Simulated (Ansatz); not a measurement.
# Lattice dynamics of NaI(001) slab, 2 layers, part 2 of 2

The cell of NaI(001) slab, 2 layers is at rest. What are its phonons? After the zone centre comes a 2×2×1 q mesh on a 4×4×1 k mesh.

Ansatz 0.2.0; DFT PBE, scalar-relativistic, plane waves, PAW.

So far. Step 2 (Modes at Γ): Before it was imposed, the acoustic sum rule was missed by 6.0e-4 eV/Å² and the charge sum rule by 0.0083 e. Small misses are needed for a sound result but don't prove that mesh and cutoff are converged. The lowest optical mode is real, 33.1 cm⁻¹.

## Step 3: Response at finite wavevector

Stability and thermal properties need the whole zone. Linear response on a 2×2×1 q mesh gives force constants as far as a supercell of that size would, and the tensors from the zone-centre run are typed in so that the long-range dipole term is interpolated apart.

Contents of input.yaml:

```yaml
crystal:
  lattice:
    - [3.1852101154, 3.1852101154, 0.0]
    - [-3.1852101154, 3.1852101154, 0.0]
    - [0.0, 0.0, 30.2699722]
  atoms:
    - { symbol: I, position: [0.5, 0.5, 0.2096104864] }
    - { symbol: I, position: [0.0, 0.0, 0.3267296164] }
    - { symbol: Na, position: [0.0, 0.0, 0.2212997027] }
    - { symbol: Na, position: [0.5, 0.5, 0.3150404001] }
  periodic: [true, true, false]
kpoints:
  mp_grid: { grid: [4, 4, 1] }
hamiltonian:
  xc: pbe
scf:
  occupations: { method: fixed }
output:
  eigenvalues: true
phonons:
  method: dfpt
  qmesh: [2, 2, 1]
  temperatures: { t_max: 1000, t_step: 50 }
  qpath:
    path: [[0.0, 0.0, 0.0], [0.0, 0.5, 0.0], [0.5, 0.5, 0.0], [0.0, 0.0, 0.0]]
    npoints: 10
  isolated: true
  non_analytic_term:
    high_frequency_dielectric_tensor: [[1.524, 0.0, 0.0], [0.0, 1.524, 0.0], [0.0, 0.0, 1.1639]]
    born_effective_charges:
      - { species: I, tensor: [[-1.2491, 0.0, 0.0], [0.0, -1.2491, 0.0], [0.0, 0.0, -0.3166]] }
      - { species: I, tensor: [[-1.2491, 0.0, 0.0], [0.0, -1.2491, 0.0], [0.0, 0.0, -0.3166]] }
      - { species: Na, tensor: [[1.2491, 0.0, 0.0], [0.0, 1.2491, 0.0], [0.0, 0.0, 0.3166]] }
      - { species: Na, tensor: [[1.2491, 0.0, 0.0], [0.0, 1.2491, 0.0], [0.0, 0.0, 0.3166]] }
    source: "zone-centre run at this cell"
```

Command:

```
ansatz run input.yaml --threads 8 --pin off --max-ram 14336MiB --backend cpu --events-out ev --progress --plain --runs-dir out
```

Numbers of over 12 decimals in the logs are rounded to 6 here.

What it wrote:

```text
Warning: phonons: the dynamical matrix that this run interpolates holds no multipole term above the dipole-dipole one, and a site of this crystal is no centre of inversion, so its interpolated transverse optical and acoustic branches and sound speeds can stay off near Gamma, and the density of states and the thermodynamics with them. What a run solves at a wave vector of phonons.qpoints, Gamma apart, where the deck admits one, is free of this, and under fd what a larger phonons.supercell samples
[...]
Crystal: 4 atoms, lattice volume = 614.212 Å³
Basis set: ecut = 420 eV, 12029 PW (Γ), exchange–correlation on 64×64×432 points (8 copies of the dense FFT grid, shifted against one another)
Bands: 32, of which v1, the nominal top of the filled ones, is band 26 counted from 1 (25 counted from 0)
Symmetry: 16 space group operations
k-points: 6 of 16 (irreducible under 8 space group operations)
[...]
SCF iter   1: F=—  HF=-18003.568893 eV  |F-HF|=—  |Δ(HF+E_count)|=         —  Δρ=2.74e-4  dr2=8.22e-4  ethr=1.77e-3  ⟨swp⟩=7.8  Hψ=803  notcnv=0  defer=24
[...]
SCF iter  10: F=-18003.570463 eV  HF=-18003.570463 eV  |F-HF|=5.09e-11  |Δ(HF+E_count)|=  5.46e-10  Δρ=7.23e-9  dr2=2.58e-13  ethr=1.00e-12  ⟨swp⟩=28.0  Hψ=1749  notcnv=0
SCF 1 converged in 10 iterations: F = -18003.570463 eV  dr2 = 2.58e-13
[...]
NSCF: frozen V_eff on 6 k-points
[...]
SCF converged after 10 iterations
Free energy (F): -18003.570463 eV
[...]
Internal energy: -18003.570463 eV  (E = F + TS)
E sigma→0 (E₀):  -18003.570463 eV
Fermi energy:    -6.185375 eV
[...]
--- Band table (eV; the first three rows and the last of 6) ---
  k-point 0: bands = [... 22 lower, -6.4811, -6.4811, -6.2095, -6.2095, -2.2662, -1.4715 (-1.4714°), -0.3759 (-0.3823°), -0.1070 (-0.1368°), ... 2 higher]
  k-point 1: bands = [... 22 lower, -6.8299, -6.3940, -6.3839, -6.1854, -1.3187 (-1.3187°), -0.9506 (-0.9507°), 0.0299 (0.0268°), 0.1992 (0.1897°), ... 2 higher]
  k-point 2: bands = [... 22 lower, -6.6178, -6.6178, -6.2214, -6.2214, -0.6312, -0.6312, 0.3887, 0.3887, ... 2 higher]
  k-point 5: bands = [... 22 lower, -7.1992, -7.1992, -6.5718, -6.5718, -1.2878, -1.2878, 0.0360, 0.0360, ... 2 higher]
  ° read free of the cell's end (the report's vacuum.weakly_bound_levels)
[...]
ASR residual: 6.114e-4 → 0.000e0 eV/Å²; symmetrization residual: 1.158e-5 eV/Å²
[...]
ASR residual per site (eV/Å²): 2.23e-4 5.92e-5 1.90e-4 6.11e-4
[...]
--- Phonons (arbitrary-q DFPT): 3 irreducible q on the 2×2×1 mesh ---
  q = [0.0000, 0.0000, 0.0000] (star 1, of the zone-centre solve; hermiticity 1.51e-5, symmetrization 6.54e-12, taken by the last average 3.95e-5): -0.00 -0.00 0.00 33.12 33.12 55.99 108.86 118.81 118.81 122.40 122.40 143.54
  q = [0.0000, -0.5000, 0.0000] (star 2, 8 solved perturbations in 76 linear systems a pass and spin channel, the states on 9 of 16 k-point pairs; hermiticity 7.10e-6, symmetrization 1.81e-10, taken by the last average 3.18e-5): 35.38 35.38 45.80 45.80 75.68 75.68 102.18 102.18 115.16 115.16 166.59 166.59
[...]
sum rule: each row above includes the acoustic sum rule's correction from the zone centre's row sums; it moved no ω² by more than (2.69 cm⁻¹)²
  mesh force constants: q→R imaginary residual 5.47e-18; ASR residual 6.114e-4 → 0.000e0 eV/Å²; symmetrization residual 4.441e-16 eV/Å²
  interpolated dispersion: 31 rows × 12 modes
  density of states and harmonic sums: on the 14×14×1 q-mesh, interpolated from the force constants of a 2×2×1 supercell (with the dipole–dipole term of supplied tensors)
  largest difference from the sums on the solved wave vectors: F 2.09e-1 eV, S 2.71e-4 and C_V 6.15e-5 eV/K
  zero-point energy: 0.063646 eV/cell   skipped modes (ω ≤ 0): 4, of them read as no rigid motion or as one in doubt: 1 (2.041e-2 modes/cell left out, lowest -0.80 cm⁻¹)   left out of the sums: 2.98e-3 of the cell's modes: C_V's classical limit lies that fraction below 3 k_B per atom; for a crystal, a wire or a layer, F and S can be off by more, and a phonons.interpolated_qmesh denser along its periods is the remedy for the sampling
```

It took 1.8 min on 8 threads of Arm Neoverse V1, shared host; peak memory 4.1 GiB; 13 min of CPU time.

This step gave:

| Item | Value |
| --- | --- |
| sum-rule residual before enforcement | 6.11e-4 eV/Å² |
| lowest frequency on the path | -1.732 cm⁻¹ |
| highest frequency on the path or at a solved wavevector | 166.6 cm⁻¹ |
| mean frequency | 85.2 cm⁻¹ |
| lowest mode on the q mesh (acoustic modes at Γ apart) | 31.32 cm⁻¹ |
| zero-point energy per atom | 15.91 meV |
| heat capacity at 300 K | 24.43 J/(mol atoms K) |
| vibrational entropy at 300 K | 51.35 J/(mol atoms K) |
| edges of the widest gap between branches, on path and mesh | 75.8, 96.8 cm⁻¹ |

Frequencies (cm⁻¹) solved at each irreducible wavevector; negative means imaginary. Frequencies by wavevector, by row:

```
q in reciprocal lattice units  star  mode 1  mode 2  mode 3  mode 4  mode 10  mode 11  mode 12
                        0 0 0     1       0       0       0    33.1    122.4    122.4    143.5
                     0 -0.5 0     2    35.4    35.4    45.8    45.8    115.2    166.6    166.6
                  -0.5 -0.5 0     1    31.3    31.3    44.9    44.9    123.6    129.5    129.5
```

Interpolated from a 2×2×1 q mesh, with the LO-TO term (at Γ the limit along the path; where Γ stands inside the path, tables give the limit on arrival). The phonon branches at the labelled points (cm⁻¹):

| point | branch 1 | branch 2 | branch 3 | branch 4 | branch 9 | branch 10 | branch 11 | branch 12 |
| --- | --- | --- | --- | --- | --- | --- | --- | --- |
| Γ | 0 | 0 | 0 | 33 | 119 | 122 | 122 | 144 |
| halfway | 18 | 30 | 41 | 43 | 117 | 119 | 151 | 161 |
| X | 35 | 35 | 46 | 46 | 115 | 115 | 167 | 167 |
| halfway | 33 | 33 | 50 | 50 | 122 | 122 | 148 | 148 |
| M | 31 | 31 | 45 | 45 | 124 | 124 | 130 | 130 |
| halfway | 22 | 36 | 43 | 54 | 132 | 136 | 139 | 141 |
| Γ | 0 | 0 | 0 | 33 | 119 | 122 | 122 | 144 |

The phonon density of states has structure finer than the step of the table below, so its rows give means over 5 cm⁻¹, whole bins alone (the curve runs from -1 to 167 cm⁻¹). Peaks (cm⁻¹: height): 39.0: 0.144, 43.0: 0.247, 55.0: 0.110, 61.0: 0.136, 103.0: 0.254, 125.0: 0.175, 141.0: 0.0839.

Tetrahedra on a 14×14×1 mesh, mean over bins of 2 cm-1. Interpolated from a 2×2×1 q mesh. The phonon density of states by wavenumber; means over each step:

```csv
wavenumber (cm⁻¹),phonon density of states (1/cm⁻¹/cell)
5,0.00953
10,0.0171
15,0.0262
20,0.0394
25,0.0611
30,0.103
35,0.120
40,0.128
45,0.172
50,0.101
55,0.0830
60,0.0919
65,0.126
70,0.0811
75,0.0347
80,0
85,0
90,0
95,0.0228
100,0.166
105,0.131
110,0.0380
115,0.0795
120,0.143
125,0.143
130,0.0807
135,0.0434
140,0.0598
145,0.0660
150,0.0593
155,0.0673
160,0.0645
```

The partial phonon density of states has structure finer than the step of the table below, so its rows give means over 10 cm⁻¹, whole bins alone (the curve runs from -11.9 to 181 cm⁻¹). Peaks (cm⁻¹: height): I 44.0: 0.165, 63.4: 0.118; Na 102.3: 0.116, 122.9: 0.140, 142.3: 0.0811.

Phonopy on the run's constants, 13x13x1 mesh, Gaussian sigma 2.0 cm-1. Interpolated from a 2×2×1 q mesh. The partial phonon density of states by wavenumber; means over each step; values in 1/cm⁻¹/cell:

```csv
wavenumber (cm⁻¹),I,Na
0,0.00549,1.0e-3
10,0.0150,0.00258
20,0.0368,0.00542
30,0.0837,0.00943
40,0.129,0.0104
50,0.106,0.00718
60,0.0958,0.00604
70,0.0747,0.00307
80,0.00758,1.1e-4
90,5.3e-4,0.0118
100,0.00884,0.106
110,0.00444,0.0539
120,0.0128,0.130
130,0.0101,0.0903
140,0.00468,0.0633
150,0.00271,0.0534
160,9.8e-4,0.0391
170,1.2e-4,0.00690
```

Harmonic thermodynamic functions per atom, from the density of states. Interpolated from a 2×2×1 q mesh. Thermodynamic functions, by row:

| T (K) | F_vib (meV/atom) | S (J/mol-atom/K) | C_V (J/mol-atom/K) |
| --- | --- | --- | --- |
| 0 | 15.91 | 0 | 0 |
| 100 | 3.1 | 25.66 | 21.46 |
| 200 | -32.52 | 41.54 | 23.91 |
| 300 | -80.99 | 51.35 | 24.43 |
| 400 | -138 | 58.41 | 24.62 |
| 500 | -201.5 | 63.92 | 24.71 |
| 600 | -270.2 | 68.43 | 24.76 |
| 700 | -343.1 | 72.25 | 24.79 |
| 800 | -419.8 | 75.56 | 24.81 |
| 900 | -499.6 | 78.48 | 24.82 |
| 1000 | -582.4 | 81.1 | 24.83 |

Symmetry leaves 3 wavevectors to solve. The lowest mode among them, the acoustic zeros apart, lies at q = (-0.5, -0.5, 0) and is real, 31.3 cm⁻¹.

## Step 4: What came out

| Quantity | Value |
| --- | --- |
| space group (within 0.01 Å) | P4/nmm |
| area per atom | 5.07 Å² |
| gap on the k-mesh | 3.92 eV |
| highest optical mode at the zone centre (no LO-TO term) | 144 cm⁻¹ |
| lowest optical zone-centre mode | 33.1 cm⁻¹ |
| largest Born charge (third of the trace) | -0.938 e |
| lowest mode on the q mesh (acoustic modes at Γ apart) | 31.3 cm⁻¹ |
| highest frequency on the path or at a solved wavevector | 167 cm⁻¹ |
| zero-point energy per atom | 15.9 meV |
| heat capacity at 300 K | 24.4 J/(mol atoms K) |
| vibrational entropy at 300 K | 51.4 J/(mol atoms K) |
| imaginary modes on the 2×2×1 q mesh | none |

In words: The structure is a minimum as far as tested: no mode is imaginary at the 3 irreducible wavevectors of the 2×2×1 mesh, and the softest away from the acoustic zeros lies at 31 cm⁻¹. Without the field, the optical modes at Γ span 33 to 144 cm⁻¹. The highest mode in this list at Γ, 143.5 cm⁻¹, is mostly motion of Na (85 % of the kinetic energy). The strongest infrared line is at 119 cm⁻¹. On the path and the mesh, the widest gap between branches runs from 76 to 97 cm⁻¹. In a sheet or slab the interpolated bending branch near Γ is rough, since the rotational sum rule isn't imposed. Dielectric tensors refer to the cell with its vacuum. Spin-orbit coupling is left out, which can matter for the heavy elements here. The starting cell was built on a prototype and not taken from a measurement. These are harmonic frequencies at zero temperature: anharmonic shifts, linewidths and thermal expansion are left out.

[Logs are printed without paths, hosts, clocks, repeated set-up lines and the standing remarks that a program may print on its own settings, such as how far it seeks lower states.]

[Hosts, paths, dates, database ids (printed as entryN), source tags and the programs' standing remarks are cut or masked in the printed files.]
